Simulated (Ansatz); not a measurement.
# Dielectric response of BaTe (001) films, part 4 of 5

Aim: the electronic and static ε of rocksalt BaTe (001) from films of three thicknesses in a field.

Ansatz 0.2.0; plane-wave DFT, PBEsol, Ansatz PAW.

So far. Step 17 (Response with the atoms relaxed, 10 atoms, units 5): The induced dipole is that of a conductor 16.74 Å thick. Step 18 (Relaxing the film, 16 atoms, units 8): The gap is 1.48 eV, with the valence edge 4.36 eV and the conduction edge 2.88 eV under the upper vacuum level.

**20. The relaxed film, single point, 16 atoms, units 8**

The next thickness, treated alike, so that differences show the interior and the faces cancel.

input.yaml reads:

```yaml
crystal:
  lattice:
    - [4.94974747, 0.0, 0.0]
    - [0.0, 4.94974747, 0.0]
    - [0.0, 0.0, 42.5]
  atoms:
    - { symbol: Ba, position: [0.5, 0.5, 0.2166678523] }
    - { symbol: Te, position: [0.0, 0.0, 0.2147274384] }
    - { symbol: Ba, position: [0.0, 0.0, 0.2959178822] }
    - { symbol: Te, position: [0.5, 0.5, 0.2963746102] }
    - { symbol: Ba, position: [0.5, 0.5, 0.3778303464] }
    - { symbol: Te, position: [0.0, 0.0, 0.3777033559] }
    - { symbol: Ba, position: [0.0, 0.0, 0.4592246441] }
    - { symbol: Te, position: [0.5, 0.5, 0.459276244] }
    - { symbol: Ba, position: [0.5, 0.5, 0.5407753474] }
    - { symbol: Te, position: [0.0, 0.0, 0.5407237704] }
    - { symbol: Ba, position: [0.0, 0.0, 0.622169645] }
    - { symbol: Te, position: [0.5, 0.5, 0.6222966553] }
    - { symbol: Ba, position: [0.5, 0.5, 0.7040821104] }
    - { symbol: Te, position: [0.0, 0.0, 0.7036253948] }
    - { symbol: Ba, position: [0.0, 0.0, 0.7833321422] }
    - { symbol: Te, position: [0.5, 0.5, 0.785272561] }
kpoints:
  mp_grid: { grid: [6, 6, 1] }
hamiltonian:
  xc: pbesol
scf:
  occupations: { method: fixed }
  convergence: { dr2_threshold: 1.0e-09 }
efield:
  axis: 3
  dipole_correction: true
  ramp_position: 0.97
  ramp_width: 0.06
output:
  eigenvalues: true
  dos: { projected: true, e_range: [-7, 7] }
  write_potential: true
  write_density: true
  volumetric_format: npy
checkpoint:
  write: end8.run
  compress: false
  write_wavefunctions: false
```

On the command line:

```bash
ansatz run input.yaml --threads 4 --pin off --max-ram 12288MiB --backend cpu --events-out ev --progress --plain --runs-dir out
```

Numbers of over 12 decimals in the logs are rounded to 6 here.

Output:

```text
[...]
Crystal: 16 atoms, lattice volume = 1041.250 Å³
Basis set: ecut = 420 eV, 20355 PW (Γ)
Bands: 125, of which v1, the nominal top of the filled ones, is band 104 counted from 1 (103 counted from 0)
Symmetry: 8 space group operations
k-points: 10 of 36
[...]
k-point 0: bands = [... 100 lower, 2.6587, 2.6587, 2.6676, 2.6676, 4.1486, 4.2386, 4.3844, 4.5903, ... 17 higher]
  k-point 1: bands = [... 100 lower, 2.2625, 2.3815, 2.3843, 2.4284, 4.6664, 4.7454, 4.8720, 5.0493, ... 17 higher]
  k-point 2: bands = [... 100 lower, 1.9576, 1.9621, 2.1202, 2.1973, 5.7168, 5.7685, 5.7964, 5.8436, ... 17 higher]
  k-point 9: bands = [... 100 lower, 2.2394, 2.2394, 2.4203, 2.4204, 4.2399, 4.2399, 4.5728, 4.5728, ... 17 higher]
[key lines of the parts left out:]
SCF converged after 10 iterations
Free energy (F): -102140.759500 eV
Fermi energy:    2.667585 eV
Dipole field:    D = 0.000006 V/Å  (p = 0.000036 e·Å, saw-weighted, corrected)
Work function:   Φ+ = 4.3611 eV   Φ− = 4.3613 eV
```

Elapsed: 72 s, on 4 threads of Arm Neoverse V1, shared host; peak memory 3.2 GiB; 4.7 min of CPU time.

Running mean over 3.5 Å of the planar mean; the ramp of the sawtooth is left out. Table of electron's electrostatic potential energy less the highest filled level by z:

z (Å), electron's electrostatic potential energy less the highest filled level (eV) and a bar from the least value:
```
        4       4.36 ##############################
        5       4.35 ##############################
        6       4.20 #############################
        7       2.74 #####################
        8       0.19 #######
        9      -0.89 ##
       10      -1.03 #
       11      -1.19 
       12      -1.01 #
       13      -0.96 #
       14      -1.02 #
       15      -1.01 #
       16      -0.95 #
       17      -1.02 #
       18      -1.05 #
       19      -0.97 #
       20      -0.97 #
       21      -1.04 #
       22      -1.02 #
       23      -0.96 #
       24      -1.03 #
       25      -1.05 #
       26      -0.97 #
       27      -0.97 #
       28      -1.01 #
       29      -1.00 #
       30      -0.96 #
       31      -1.14 
       32      -1.16 
       33      -0.94 #
       34      -0.66 ###
       35       1.49 ###############
       36       3.80 ###########################
       37       4.31 ##############################
       38       4.36 ##############################
```

The gap is 1.48 eV, with the valence edge 4.36 eV and the conduction edge 2.88 eV under the upper vacuum level.

**21. Single point, 16 atoms, units 8, field 0.05 V/Å**

Changes to input.yaml since step 20:

```diff
@@ -28,3 +28,3 @@
   occupations: { method: fixed }
-  convergence: { dr2_threshold: 1.0e-09 }
+  convergence: { dr2_threshold: 1.0e-10 }
 efield:
@@ -34,5 +34,4 @@
   ramp_width: 0.06
+  amplitude: 0.05
 output:
-  eigenvalues: true
-  dos: { projected: true, e_range: [-7, 7] }
   write_potential: true
@@ -40,5 +39 @@
   volumetric_format: npy
-checkpoint:
-  write: end8.run
-  compress: false
-  write_wavefunctions: false
```

Output:

```text
[...]
Crystal: 16 atoms, lattice volume = 1041.250 Å³
Basis set: ecut = 420 eV, 20355 PW (Γ)
Bands: 125, of which v1, the nominal top of the filled ones, is band 104 counted from 1 (103 counted from 0)
Symmetry: 8 space group operations
k-points: 10 of 36
[...]
k-point 0: bands = [... 100 lower, 2.5886, 2.5886, 2.7522, 2.7522, 4.1286, 4.2426, 4.3889, 4.5927, ... 17 higher]
  k-point 1: bands = [... 100 lower, 2.2689, 2.2966, 2.4470, 2.4752, 4.6444, 4.7492, 4.8770, 5.0519, ... 17 higher]
  k-point 2: bands = [... 100 lower, 1.9564, 2.0519, 2.0945, 2.2421, 5.6700, 5.7658, 5.7964, 5.8444, ... 17 higher]
  k-point 9: bands = [... 100 lower, 2.2748, 2.2748, 2.3426, 2.5034, 4.2329, 4.2329, 4.5744, 4.5744, ... 17 higher]
[key lines of the parts left out:]
SCF converged after 14 iterations
Free energy (F): -102140.763509 eV
Fermi energy:    2.752211 eV
Dipole field:    D = 0.027867 V/Å  (p = 0.160356 e·Å, saw-weighted, corrected)
```

Elapsed: 77 s, on 4 threads; peak memory 3.1 GiB.

The dipole is 0.160 e·Å, and the gap on the mesh 1.376 eV.

**22. Single point, 16 atoms, units 8, field -0.05 V/Å**

Changes to input.yaml since step 21:

```diff
@@ -34,3 +34,3 @@
   ramp_width: 0.06
-  amplitude: 0.05
+  amplitude: -0.05
 output:
```

Output:

```text
[...]
Crystal: 16 atoms, lattice volume = 1041.250 Å³
Basis set: ecut = 420 eV, 20355 PW (Γ)
Bands: 125, of which v1, the nominal top of the filled ones, is band 104 counted from 1 (103 counted from 0)
Symmetry: 8 space group operations
k-points: 10 of 36
[...]
k-point 0: bands = [... 100 lower, 2.5886, 2.5886, 2.7522, 2.7522, 4.1286, 4.2426, 4.3889, 4.5927, ... 17 higher]
  k-point 1: bands = [... 100 lower, 2.2689, 2.2966, 2.4470, 2.4752, 4.6444, 4.7492, 4.8770, 5.0519, ... 17 higher]
  k-point 2: bands = [... 100 lower, 1.9564, 2.0519, 2.0945, 2.2421, 5.6701, 5.7658, 5.7964, 5.8444, ... 17 higher]
  k-point 9: bands = [... 100 lower, 2.2748, 2.2748, 2.3426, 2.5034, 4.2329, 4.2329, 4.5744, 4.5744, ... 17 higher]
[key lines of the parts left out:]
SCF converged after 14 iterations
Free energy (F): -102140.763509 eV
Fermi energy:    2.752204 eV
Dipole field:    D = -0.027867 V/Å  (p = -0.160358 e·Å, saw-weighted, corrected)
```

Elapsed: 76 s, on 4 threads; peak memory 3.2 GiB; 5 min of CPU time.

The dipole is -0.160 e·Å, and the gap on the mesh 1.376 eV.

**23. Response with the atoms held, 16 atoms, units 8**

This step: plane-wave DFT, PBEsol, Ansatz PAW; response to a field along the normal, atoms held (Ansatz 0.2.0).

Local field over the applied field, running mean. From the potentials at -0.05 and 0.05 V/Å; running mean over 3.5 Å, taken twice. Local field over applied field against z:

```csv
z (Å),local field over applied field
5,0.935
6,0.815
7,0.627
8,0.417
9,0.255
10,0.168
11,0.148
12,0.153
13,0.159
14,0.162
15,0.162
16,0.161
17,0.160
18,0.160
19,0.160
20,0.161
21,0.161
22,0.161
23,0.161
24,0.160
25,0.160
26,0.161
27,0.161
28,0.162
29,0.161
30,0.156
31,0.150
32,0.152
33,0.202
34,0.327
35,0.521
36,0.728
37,0.885
```

The induced dipole is that of a conductor 23.69 Å thick.

**24. Relaxing in the field, 16 atoms, units 8, field 0.05 V/Å**

This step: plane-wave DFT, PBEsol, Ansatz PAW (Ansatz 0.2.0).

The same pair of relaxations in the field for this thickness.

Changes to input.yaml since step 22:

```diff
@@ -34,3 +34,6 @@
   ramp_width: 0.06
-  amplitude: -0.05
+  amplitude: 0.05
+relax:
+  f_tol: 0.0006
+  max_steps: 70
 output:
```

Output:

```text
[...]
Crystal: 16 atoms, lattice volume = 1041.250 Å³
Basis set: ecut = 420 eV, 20355 PW (Γ), exchange–correlation on 72×72×576 points (8 copies of the dense FFT grid, shifted against one another)
Bands: 125, of which v1, the nominal top of the filled ones, is band 104 counted from 1 (103 counted from 0)
Symmetry: 8 space group operations
k-points: 10 of 36
[...]
- { symbol: Te, position: [0.5, 0.5, 0.459226] }
    - { symbol: Ba, position: [0.5, 0.5, 0.540832] }
    - { symbol: Te, position: [0, 0.0, 0.540681] }
    - { symbol: Ba, position: [0, 0.0, 0.622240] }
    - { symbol: Te, position: [0.5, 0.5, 0.622242] }
    - { symbol: Ba, position: [0.5, 0.5, 0.704125] }
    - { symbol: Te, position: [0, 0.0, 0.703619] }
    - { symbol: Ba, position: [0, 0.0, 0.783445] }
    - { symbol: Te, position: [0.5, 0.5, 0.785172] }
[key lines of the parts left out:]
SCF converged after 5 iterations
Free energy (F): -102140.763890 eV
Fermi energy:    2.704986 eV
Dipole field:    D = 0.030912 V/Å  (p = 0.177875 e·Å, saw-weighted, corrected)
```

Elapsed: 3.3 min, on 4 threads; peak memory 2.9 GiB.

The relaxation took 5 steps and lowered the energy by 4.4e-4 eV; the largest force on the free atoms ends at 8.7e-5 eV/Å.

The dipole is 0.178 e·Å, and the gap on the mesh 1.438 eV.

**25. Relaxing in the field, 16 atoms, units 8, field -0.05 V/Å**

The opposite sign, again from the field-free geometry; the difference of the two cancels what relaxes without a field.

Changes to input.yaml since step 24:

```diff
@@ -34,3 +34,3 @@
   ramp_width: 0.06
-  amplitude: 0.05
+  amplitude: -0.05
 relax:
```

Output:

```text
[...]
Crystal: 16 atoms, lattice volume = 1041.250 Å³
Basis set: ecut = 420 eV, 20355 PW (Γ), exchange–correlation on 72×72×576 points (8 copies of the dense FFT grid, shifted against one another)
Bands: 125, of which v1, the nominal top of the filled ones, is band 104 counted from 1 (103 counted from 0)
Symmetry: 8 space group operations
k-points: 10 of 36
[...]
- { symbol: Te, position: [0.5, 0.5, 0.459319] }
    - { symbol: Ba, position: [0.5, 0.5, 0.540726] }
    - { symbol: Te, position: [0, 0.0, 0.540774] }
    - { symbol: Ba, position: [0, 0.0, 0.622110] }
    - { symbol: Te, position: [0.5, 0.5, 0.622365] }
    - { symbol: Ba, position: [0.5, 0.5, 0.704062] }
    - { symbol: Te, position: [0, 0.0, 0.703657] }
    - { symbol: Ba, position: [0, 0.0, 0.783253] }
    - { symbol: Te, position: [0.5, 0.5, 0.785409] }
[key lines of the parts left out:]
SCF converged after 5 iterations
Free energy (F): -102140.763890 eV
Fermi energy:    2.705035 eV
Dipole field:    D = -0.030909 V/Å  (p = -0.177862 e·Å, saw-weighted, corrected)
```

It took 2.8 min on 4 threads; peak memory 2.9 GiB.

The relaxation took 4 steps and lowered the energy by 4.4e-4 eV; the largest force on the free atoms ends at 1.7e-4 eV/Å.

The dipole is -0.178 e·Å, and the gap on the mesh 1.438 eV.

**26. Response with the atoms relaxed, 16 atoms, units 8**

This step: plane-wave DFT, PBEsol, Ansatz PAW; response to a field along the normal, atoms relaxed (Ansatz 0.2.0).

Local field over the applied field, running mean. From the potentials at -0.05 and 0.05 V/Å; running mean over 3.5 Å, taken twice. Local field over applied field against z:

z (Å), local field over applied field and a bar:
```
        5      0.925 ##############################
        6      0.803 ##########################
        7      0.565 ##################
        8      0.320 ##########
        9      0.089 ##
       10      0.039 
       11      0.048 
       12      0.078 #
       13      0.115 ###
       14      0.104 ##
       15      0.086 ##
       16      0.061 #
       17      0.070 #
       18      0.075 #
       19      0.081 ##
       20      0.086 ##
       21      0.086 ##
       22      0.086 ##
       23      0.086 ##
       24      0.078 #
       25      0.071 #
       26      0.066 #
       27      0.077 #
       28      0.095 ##
       29      0.106 ##
       30      0.118 ###
       31      0.063 #
       32      0.035 
       33      0.047 
       34      0.216 ######
       35      0.437 ##############
       36      0.687 ######################
       37      0.892 #############################
```

The induced dipole is that of a conductor 26.27 Å thick.

**27. Electronic ε from the series**

This step: plane-wave DFT, PBEsol, Ansatz PAW; permittivity from the thickness series, atoms held (Ansatz 0.2.0).

Each added layer adds t(1 − 1/ε) to the dipole term, so the slope against thickness gives ε without a choice of where the film ends.

This step gave:

```
slope                : 0.8389
intercept of the fit : 3.344 Å
ε of the interior    : 6.207
```

Table of equivalent conductor thickness by distance between the outer atoms:

```csv
distance between the outer atoms (Å),equivalent conductor thickness (Å)
6.93,9.16
13.86,15.0
24.25,23.7
```

By hand, from the thinnest and the thickest film: slope = (23.687 − 9.156) / (24.248 − 6.926) = 0.839, so ε = 1/(1 − 0.839) = 6.21.

**28. Static ε from the series**

This step: plane-wave DFT, PBEsol, Ansatz PAW; permittivity from the thickness series, atoms relaxed (Ansatz 0.2.0).

The same fit for the relaxed films. The nearer its slope lies to 1, the more ε hangs on small errors.

Numbers from this step:

```
slope                : 0.9128
intercept of the fit : 4.125 Å
ε of the interior    : 11.47
```

Table of equivalent conductor thickness by distance between the outer atoms:

```csv
distance between the outer atoms (Å),equivalent conductor thickness (Å)
6.92,10.5
13.86,16.7
24.25,26.3
```

By hand, from the thinnest and the thickest film: slope = (26.274 − 10.467) / (24.250 − 6.925) = 0.912, so ε = 1/(1 − 0.912) = 11.4. One nm of such a film has the capacitance of 3.9/11.4 = 0.34 nm of SiO₂ (its equivalent oxide thickness).

[end of part 4 of 5]

[Logs are printed without paths, hosts, clocks, repeated set-up lines and the standing remarks that a program may print on its own settings, such as how far it seeks lower states.]

[Hosts, paths, dates, database ids (printed as entryN), source tags and the programs' standing remarks are cut or masked in the printed files.]

[Maps of the electrostatic potential energy from Ansatz leave out the sawtooth potential of an applied field or a dipole correction, so their vacuum need not be flat; planar profiles and work functions include it.]
